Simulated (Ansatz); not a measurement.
# GaN (P6_3mc) in Ansatz: notebook, part 2 of 2

Ansatz 0.2.0.

## Step 5: Relaxation of cell and atoms, PBEsol+D4

Contents of input.yaml:

```yaml
crystal:
  lattice:
    - [3.18, 0.0, 0.0]
    - [-1.59, 2.753960784, 0.0]
    - [0.0, 0.0, 5.166]
  atoms:
    - { symbol: Ga, position: [0.6666666667, 0.3333333333, 0.5] }
    - { symbol: Ga, position: [0.3333333333, 0.6666666667, 0.0] }
    - { symbol: "N", position: [0.6666666667, 0.3333333333, 0.875] }
    - { symbol: "N", position: [0.3333333333, 0.6666666667, 0.375] }
hamiltonian:
  xc: pbesol
  pseudopotentials: { kind: paw }
  dispersion: d4
kpoints:
  mp_grid: { grid: [10, 10, 5] }
scf:
  occupations: { method: fermi_dirac, width: 0.05 }
output:
  forces: true
  stress: true
relax:
  f_tol: 0.01
  max_steps: 40
  cell: { stress_tol: 0.05 }
```

Potentials or basis: Ansatz PAW.

Started as:

```bash
ansatz run input.yaml --threads 2 --pin off --max-ram 5632MiB --backend cpu --events-out ev --progress --plain --runs-dir out
```

Log:

```text
Warning: RAYON_NUM_THREADS=2 ignored (pool sized by the plan → 2); use --threads N
Engine: ansatz 0.2.0, x86_64-unknown-linux-gnu
Pseudopotentials: kind: paw
Pseudopotential: Ga, paw, valence charge 13, recommended cutoff 420 eV (normal), Ga.paw.azcp
Pseudopotential: N, paw, valence charge 5, recommended cutoff 420 eV (normal), N.paw.azcp
Functional definition: PBEsol
  exchange = pbesol_x
  correlation = pbesol_c
Crystal: 4 atoms, lattice volume = 45.242 Å³
Basis set: ecut = 420 eV, 881 PW (Γ), exchange–correlation on 48×48×72 points (8 copies of the dense FFT grid, shifted against one another)
Bands: 22, of which v1, the nominal top of the filled ones, is band 18 counted from 1 (17 counted from 0)
Symmetry: 12 space group operations
Space group: P63mc (ITA 186), of the structure as read, at distance tolerance 3.6e-5 Å
k-points: 42 of 500 (time reversal used)
Non-local potential: Ga, projectors of the file, l = 0: 2, l = 1: 2, l = 2: 3, l = 3: 1
Non-local potential: N, projectors of the file, l = 0: 2, l = 1: 2, l = 2: 1
PAW form: soft (Blöchl's): semilocal exchange-correlation on the pseudo side does not see the compensation charge
[... 98 lines left out ...]
  E_disp       = -0.937698  (pairwise vdW)
  E_core_change = 1.782153  (= ΣΔE_core)
  E_smearing   = -0.000000  (= −TS)
  E_closure    = -0.000000  (closes the sum)
  Σ components = -8246.623891   (vs F -8246.623891, Δ=0.00e0)
--- Forces (eV/Å), atoms counted from 1 ---
  atom   1  Ga     0.00000000    -0.00000000     0.00001501
  atom   2  Ga     0.00000000     0.00000000     0.00001501
  atom   3  N      0.00000000    -0.00000000    -0.00001449
  atom   4  N      0.00000000     0.00000000    -0.00001449
  max |Σ_I F_I| component: 1.04e-6 eV/Å
--- Stress (GPa, compression-positive) ---
       -0.002050      -0.000000       0.000000
       -0.000000      -0.002050       0.000000
        0.000000       0.000000      -0.000324
  P = ⅓ Tr σ = -0.0015 GPa (-0.015 kbar)
--- Relaxed structure (5 steps of the walk, 5 accepted, 2 SCFs on fresh bases) ---
  F+E_penalty+E_count = -8246.62389052 eV   max|allowed force component| = 1.475e-5 eV/Å   (the final SCF, on the basis selected at the relaxed cell)
  cell:  # Å, volume = 44.7176 Å³
    - [3.164740458636817, 2.8235823574170564e-19, -2.7927507490424327e-18]
    - [-1.5823702293184085, 2.740745633563899, 1.3963753745212156e-18]
    - [-4.536902631963407e-18, -1.3088495972879386e-35, 5.155508338767106]
  atoms:
    - { symbol: Ga, position: [0.6666666666666666, 0.3333333333333333, 0.4991963876904265] }
    - { symbol: Ga, position: [0.3333333333333333, 0.6666666666666666, -0.0008036123095734858] }
    - { symbol: N, position: [0.6666666666666666, 0.3333333333333333, 0.8758036123095734] }
    - { symbol: N, position: [0.3333333333333333, 0.6666666666666666, 0.37580361230957343] }
```

Run time: 31 s. Hardware: 2 threads of Intel Xeon at 2.50GHz (Skylake/Cascade Lake), shared host; peak memory 0.39 GiB.

What came out:

| Property | Result |
| --- | --- |
| Free energy | -8246.6239 eV |
| Relaxed volume | 11.18 Å³/atom |
| Relaxed cell | a = 3.165 Å, b = 3.165 Å, c = 5.156 Å, α = 90.00°, β = 90.00°, γ = 120.00° |
| Space group after relaxing (to 0.05 Å) | P6_3mc (No. 186) |
| Energy gained by relaxing | 1.3 meV/atom |
| Ionic steps | 7 |
| Pressure after relaxing | 0.0 GPa |
| Band gap on the k mesh | 1.99 eV |

The path:
| step | energy change (eV) | largest force (eV/Å) | volume (Å³) |
| --- | --- | --- | --- |
| 1 | 0.0000 | 0.1338 | 45.24 |
| 2 | -0.0050 | 0.0952 | 44.93 |
| 3 | -0.0069 | 0.0329 | 44.70 |
| 4 | -0.0070 | 0.0006 | 44.73 |
| 5 | -0.0053 | 0.0006 | 44.73 |
| 6 | -0.0054 | 0.0000 | 44.72 |
| 7 | -0.0053 | 0.0000 | 44.72 |

Final structure:
```
CELL_PARAMETERS angstrom
3.16474 0.00000 0.00000
-1.58237 2.74075 0.00000
0.00000 0.00000 5.15551
ATOMIC_POSITIONS crystal
Ga 0.66667 0.33333 0.49920
Ga 0.33333 0.66667 0.99920
N 0.66667 0.33333 0.87580
N 0.33333 0.66667 0.37580
```

Caveat: odd divisions of the mesh miss points on the zone boundary, where band edges often lie, so the gap on the mesh can be too wide; the plane-wave basis is chosen anew once the cell has moved, so the energies of steps on either side of that aren't comparable; the pressure holds a Pulay correction of +0.5 GPa for the finite cutoff; the PAW data sets come from PBE, with cores solved anew for the run's functional, which leaves a small shift of forces and pressure. A hybrid or GW would open this gap; PBEsol tends to underestimate it.

## Step 6: Relaxation of cell and atoms, PBE+D3(BJ)

Changes to input.yaml since step 5:

```diff
@@ -11,5 +11,5 @@
 hamiltonian:
-  xc: pbesol
+  xc: pbe
   pseudopotentials: { kind: paw }
-  dispersion: d4
+  dispersion: d3bj
 kpoints:
```

Potentials or basis: Ansatz PAW.

Started as:

```bash
ansatz run input.yaml --threads 2 --pin off --max-ram 5632MiB --backend cpu --events-out ev --progress --plain --runs-dir out
```

Wall time 27 s (2 threads of Intel Xeon at 2.50GHz (Skylake/Cascade Lake), shared host); peak memory 0.39 GiB.

The run converged. Its results:

```yaml
Free_energy: -8336.8343 eV
Relaxed_volume: 11.52 Å³/atom
Relaxed_cell: a = 3.197 Å, b = 3.197 Å, c = 5.209 Å, α = 90.00°, β = 90.00°, γ = 120.00°
Space_group_after_relaxing_to_0.05_Å: P6_3mc (No. 186)
Energy_gained_by_relaxing: 2.7 meV/atom
Ionic_steps: 7
Pressure_after_relaxing: 0.0 GPa
Band_gap_on_the_k_mesh: 1.84 eV
```

The path:
```
step  energy change (eV)  largest force (eV/Å)  volume (Å³)
   1              0.0000                0.1362        45.24
   2             -0.0068                0.0966        45.73
   3             -0.0078                0.0420        46.07
   4             -0.0080                0.0031        46.06
   5             -0.0108                0.0028        46.06
   6             -0.0108                0.0000        46.09
   7             -0.0108                0.0000        46.09
```

Final structure:
```
CELL_PARAMETERS angstrom
3.19654 0.00000 0.00000
-1.59827 2.76828 0.00000
0.00000 0.00000 5.20858
ATOMIC_POSITIONS crystal
Ga 0.66667 0.33333 0.49919
Ga 0.33333 0.66667 0.99919
N 0.66667 0.33333 0.87581
N 0.33333 0.66667 0.37581
```

Caveat: odd divisions of the mesh miss points on the zone boundary, where band edges often lie, so the gap on the mesh can be too wide; the plane-wave basis is chosen anew once the cell has moved, so the energies of steps on either side of that aren't comparable; the pressure holds a Pulay correction of +0.5 GPa for the finite cutoff. As with any semilocal functional, this PBE gap is likely too small.

## Step 7: The runs side by side

```csv
task,level,cell,smearing,gap on the mesh (eV),pressure (GPa),relaxed volume (Å³/atom)
relaxation of cell and atoms,BLYP,relaxed,fermi-dirac 0.05 eV,1.57,0.0,12.14
single point,PBE,as given,gaussian 0.012 eV,1.96,7.3,-
relaxation of cell and atoms,PBEsol+D3(BJ),relaxed,fermi-dirac 0.05 eV,1.99,0.0,11.18
relaxation of cell and atoms,PBEsol+D4,relaxed,fermi-dirac 0.05 eV,1.99,0.0,11.18
relaxation of cell and atoms,PBE+D3(BJ),relaxed,fermi-dirac 0.05 eV,1.84,0.0,11.52
```

Alike in all rows: potentials or basis Ansatz PAW; no spin polarisation; k mesh 10 × 10 × 5; cutoff (eV) 420.

Caveats: odd divisions of the mesh miss points on the zone boundary, where band edges often lie, so the gap on the mesh can be too wide; the plane-wave basis is chosen anew once the cell has moved, so the energies of steps on either side of that aren't comparable (some runs); the PAW data sets come from PBE, with cores solved anew for the run's functional, which leaves a small shift of forces and pressure (some runs).

Absolute energies hang on the potentials; compare differences alone.

## Step 8: Comparison with measurements

Step 3. A measured gap of GaN is 3.503 eV (direct; quoted in “Studying electronic properties in GaN without electrical contacts using γ-γ vs e−-γ Perturbed Angular Correlations”, 2019, pmc:6823545); the calculated 1.96 eV misses it by -1.54 eV. Spin-orbit coupling on Ga is left out. The value is that of PBE, without temperature or zero-point motion. Semilocal functionals fall short of measured gaps as a rule.
